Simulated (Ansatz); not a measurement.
# Na under changes of volume

One of the cells (39.256 Å³/atom); the others are scaled copies at fixed shape and fractional positions:

```xyz
1
Lattice="-2.1410 2.1410 2.1410 2.1410 -2.1410 2.1410 2.1410 2.1410 -2.1410" Properties=species:S:1:pos:R:3 pbc="T T T"
Na    0.0000    0.0000    0.0000
```

- Program: Ansatz 0.2.0
- Functional: LDA
- Potentials or basis: Ansatz PAW
- Cutoff: 420 eV (not typed: the program's choice for these potentials)
- k mesh: 9 × 9 × 9
- Occupations: fermi-dirac, width 0.05 eV
- Spin: no spin polarisation

| volume (Å³/atom) | energy over the lowest point (meV/atom) | pressure (GPa) |
| --- | --- | --- |
| 36.901 | 0.00 | -0.8 |
| 37.686 | 4.19 | -0.9 |
| 38.471 | 8.96 | -1.0 |
| 39.256 | 14.23 | -1.1 |
| 40.041 | 19.96 | -1.2 |
| 40.827 | 26.10 | -1.3 |
| 41.612 | ? | ? |

Question: What does the run at 41.612 Å³/atom give?

Answer: Energy over the lowest point 32.60 meV/atom; pressure -1.4 GPa.

Worked out: A Birch-Murnaghan fit of order 3 (a polynomial in V^(-2/3)) to the other rows has no minimum within the range. It gives 32.59 meV/atom at 41.612 Å³/atom, against the run's 32.60, and -dE/dV = -1.4 GPa, against -1.4.

Energies are extrapolated to zero smearing.

Caveats: the PAW data sets come from PBE, with cores solved anew for the run's functional, which leaves a small shift of forces and pressure.
